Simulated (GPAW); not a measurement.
The system is SnTe.

```
Te Sn
1.0
     0.00000    3.15085    3.15085
     3.15085    0.00000    3.15085
     3.15085    3.15085    0.00000
Te Sn
1 1
Direct
  0.50000 0.50000 0.50000
  0.00000 0.00000 0.00000
```

```yaml
Program: GPAW 26.7.0
Task: relaxation of cell and atoms
Functional: PBEsol
Dispersion: D3(BJ)+ATM
Potentials_or_basis: PAW data sets generated in the run's folder for this functional
Cutoff: 600 eV
Basis: pw
k_mesh: 7 × 7 × 7
Occupations: fermi-dirac, width 0.05 eV
Spin: no spin polarisation
```

At the start: pressure -2.5 GPa; volume 31.28 Å³/atom.

**Question.** Where does the relaxation end?

**Answer.** Over 4 steps the energy falls by 13.0 meV/atom and the volume is 29.66 Å³/atom (-5.2 %); space group Fm-3m (No. 225, to 0.05 Å).

Step by step:
```csv
step,energy change (eV),largest force (eV/Å),pressure (GPa),volume (Å³)
1,0.0000,0.0000,-2.46,62.56
2,-0.0089,0.0000,-2.03,61.92
3,-0.0258,0.0000,0.17,59.13
4,-0.0259,0.0000,-0.01,59.33
```

Final structure:
```xyz
2
Lattice="0.0000 3.0956 3.0956 3.0956 0.0000 3.0956 3.0956 3.0956 0.0000" Properties=species:S:1:pos:R:3 pbc="T T T"
Te    3.0956    3.0956    3.0956
Sn    0.0000    0.0000    0.0000
```

Caveat: later steps reuse the first step's grids.
